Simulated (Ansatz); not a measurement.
# Energy, volume and coordination in Hf5C3

Computed with DFT PBE, scalar-relativistic, plane waves, PAW (Ansatz 0.2.0). All cells share a 420 eV cutoff and Γ-centred k meshes spaced at most about 0.3 Å⁻¹ (about 0.25 or finer for metals, 2π included). No spin polarisation.

These are static total energies at zero pressure. Rows are sorted by volume; energies count from the lowest form computed. Coordination counts C atoms around Hf (those within 1.25 times the shortest such distance or 1.15 times the sum of covalent radii, 1.27 where that leaves under three; the shortest distance is added where it exceeds 1.18 times the sum of covalent radii; a slash parts the counts of unlike sites). The table shows 5 of 6 forms computed.

| row | form | source | atoms | coordination | V (Å³/atom) | gap on mesh (eV) | ΔE (meV/atom) |
| --- | --- | --- | --- | --- | --- | --- | --- |
| 1 | R-3m | invented | 8 | Hf 2 from 3.9 Å/3/6 | 15.4 | 0 | 40 |
| 2 | R-3m | invented | 8 | Hf 3/6 | 15.6 | 0 | 0 |
| 3 | C2/m | invented | 8 | Hf 3/4 | 15.6 | 0 | ? |
| 4 | Immm | invented | 8 | Hf 2/4 | 16.2 | 0 | 709 |
| 5 | P4/mmm | invented | 8 | Hf 2/4 | 17.1 | 0 | 876 |

The cell of row 3:

```cif
data_structure
_symmetry_space_group_name_H-M 'C2/m'
_symmetry_Int_Tables_number 12
_cell_length_a 10.3465
_cell_length_b 4.6113
_cell_length_c 7.2655
_cell_angle_alpha 90.000
_cell_angle_beta 133.897
_cell_angle_gamma 90.000
_cell_volume 249.79
loop_
_atom_site_label
_atom_site_type_symbol
_atom_site_symmetry_multiplicity
_atom_site_Wyckoff_symbol
_atom_site_fract_x
_atom_site_fract_y
_atom_site_fract_z
_atom_site_occupancy
Hf1 Hf 4 i 0.78231 0.50000 0.38182 1
Hf2 Hf 4 i 0.09034 0.00000 0.78362 1
Hf3 Hf 2 b 0.00000 0.50000 0.00000 1
C1 C 4 i 0.19811 0.00000 0.59907 1
C2 C 2 a 0.00000 0.00000 0.00000 1
```

Task: How far above the lowest form does the open row lie?

Result: 34 meV/atom, which puts it above row 2 and below row 1. Counting C atoms around Hf, row 3 has Hf 3/4 and the lowest form (row 2) has Hf 3/6.

An observed structure of this formula, if there is one, may be missing.

The k mesh leaves some 4 meV/atom of noise in the energy of each metallic cell. Spin–orbit coupling, which can matter for Hf, is left out. Cells relaxed within their symmetry can be saddle points. Some types were kept out of the candidates beforehand, so the set may lack a known form.

The open C2/m form lies modestly above the R-3m minimum at the same listed volume, so packing density doesn't separate them. In its cell every carbon sits in a distorted Hf octahedron, as in rock-salt HfC with part of the carbon sites empty. The strong Hf 5d–C 2p bonding is thus largely kept, and the cost probably comes from how the empty sites are arranged. The lowest form combines fully carbon-coordinated Hf with Hf bonded to carbon on one side, which suggests carbide slabs joined by Hf–Hf contacts. Spreading the carbon more evenly (row 3) or leaving some Hf without close carbon (row 1) both cost energy, but the order of these two is too close to call. Rows 4 and 5 are far less favourable and more voluminous, probably because their frameworks accommodate carbon poorly; the Hf counts alone don't explain so large a penalty. Whether even the lowest form would resist separation into Hf metal and carbon-deficient HfC remains open.
